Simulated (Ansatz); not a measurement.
GaAs, 2 atoms in the cell. It takes space group F-43m (No. 216, cubic). The conventional cell has a = 5.654 Å, b = 5.654 Å, c = 5.654 Å, α = 90.00°, β = 90.00°, γ = 90.00°. As (site symmetry -43m) has 4 Ga at 2.45 Å as nearest neighbours. Ga (site symmetry -43m) has 4 As at 2.45 Å as nearest neighbours. 

```yaml
Program: Ansatz 0.2.0
Task: single point
Functional: PBE
Potentials_or_basis: all-electron LAPW, scalar-relativistic
Cutoff: 316 eV (chosen from the basis error)
Basis_error_allowed: 0.001 eV/atom
k_mesh: 8 × 8 × 8
Occupations: fermi-dirac, width 0.05 eV
Spin: no spin polarisation
```

Potentials or basis: all-electron LAPW, scalar-relativistic.

Command:

```console
$ ansatz run input.yaml --threads 1 --pin off --max-ram 3072MiB --backend cpu --events-out ev --progress --plain --runs-dir out
```

Hardware: 1 thread of AMD EPYC 7R43 64-Core Processor (Zen 3), with other jobs on the host.

Question: How long does it take, and how much memory?

Answer: It took 29 s on 1 thread of AMD EPYC 7R43 64-Core Processor (Zen 3) (shared host), peak memory 0.33 GiB. Counts: scf iterations 7, plane waves 561, k points 29, bands 27.
